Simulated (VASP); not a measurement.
Runs of VASP 6.6.1 on FeO (Wuestite). It takes space group Fm-3m (No. 225, cubic). Conventional cell: a = 4.311 Å, b = 4.311 Å, c = 4.311 Å, α = 90.00°, β = 90.00°, γ = 90.00°. Fe (site symmetry m-3m) has 6 O at 2.16 Å as nearest neighbours. O (site symmetry m-3m) is surrounded by 6 Fe at 2.16 Å. 

```tsv
level	gap on the mesh (eV)	pressure (GPa)	moment (μB)	relaxed volume (Å³/atom)
optB88-vdW	none	-0.1	4.00	9.90
RPBE	none	-0.1	4.00	10.31
PBEsol	none	0.1	4.00	9.58
PW91	none	0.0	4.00	(a)
vdW-DF-cx	none	0.0	4.00	9.66
AM05	none	0.1	4.00	9.58
SCAN	none	-0.1	4.00	(b)
BLYP	none	-0.1	4.00	10.40
```

Alike in all rows: task relaxation of cell and atoms; potentials or basis VASP PAW PBE potentials, release 64 (Fe, O); spin collinear, ferromagnetic start; cell relaxed; k mesh 8 × 8 × 8; cutoff (eV) 600; smearing fermi-dirac 0.05 eV.

**Question.** Estimate the missing entries.

**Answer.** (a) 9.98; (b) 9.62.

Caveats: the PAW data sets were made with another functional, which shifts forces and pressure a little; a cell with one magnetic atom can't hold antiferromagnetic order, which such compounds often take; semilocal functionals often make such compounds metallic where correlation or magnetic order opens a gap, which also shifts bond lengths.

A gap of «none» marks a metal or a gap under the smearing width.

Runs at the PBE level aren't shown here.
